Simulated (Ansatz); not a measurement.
Relaxed bulk ZnO:

```xyz
4
Lattice="3.2301 0.0000 0.0000 -1.6150 2.7973 0.0000 0.0000 0.0000 5.2142" Properties=species:S:1:pos:R:3 pbc="T T T"
Zn    0.0000    1.8649    0.0082
Zn    1.6150    0.9324    2.6153
O     0.0000    1.8649    1.9841
O     1.6150    0.9324    4.5912
```

Miller indices refer to the conventional cell of P6_3mc (No. 186), a = 3.230 Å, b = 3.230 Å, c = 5.214 Å, α = 90.00°, β = 90.00°, γ = 120.00°. The bulk's gap is 0.70 eV.

The (001) slab of 12 planes, 13.7 Å thick with 15 Å of vacuum as cut; outer planes Zn (top) and O (bottom).

Theory: DFT PBEsol, scalar-relativistic, plane waves, PAW in Ansatz. Cutoff 420 eV; k points 9×9×1 on the computed 12-atom cell (Γ-centred); Gaussian smearing, width 0.05 eV; no spin polarisation. A dipole correction removes the field between periodic images along c.

This cut of an insulator is polar or leaves open shells, so the slab is metallic here; real surfaces compensate by reconstruction or adsorbates. The slab's middle planes relax by over 3 % too, so it holds no bulk-like region.

Results for the relaxed slab:

```
Surface energy (mean of both faces)   : 1.65 J/m²
Gap of the slab on the mesh           : none (metal or semimetal)
Work function                         : 2.50 eV (top), 6.23 eV (bottom)
Dipole of the slab along +c, per cell : 0.19 e·Å
```

Relaxation lowers the energy by 0.386 J/m² a face; the largest move is 0.533 Å.

```csv
plane (bottom to top),atoms,"spacing to next, bulk (Å)",relaxed (Å),change (%)
1,O,0.631,0.208,-67.0
2,Zn,1.976,2.219,+12.3
3,O,0.631,0.298,-52.8
4,Zn,1.976,2.204,+11.5
5,O,0.631,0.312,-50.6
6,Zn,1.976,2.207,+11.7
7,O,0.631,0.302,-52.2
8,Zn,1.976,2.226,+12.6
9,O,0.631,0.291,-53.8
10,Zn,1.976,2.287,+15.8
11,O,0.631,0.094,-85.1
12,Zn,,,
```

Spin polarisation was left out, and a magnetic state may lie lower.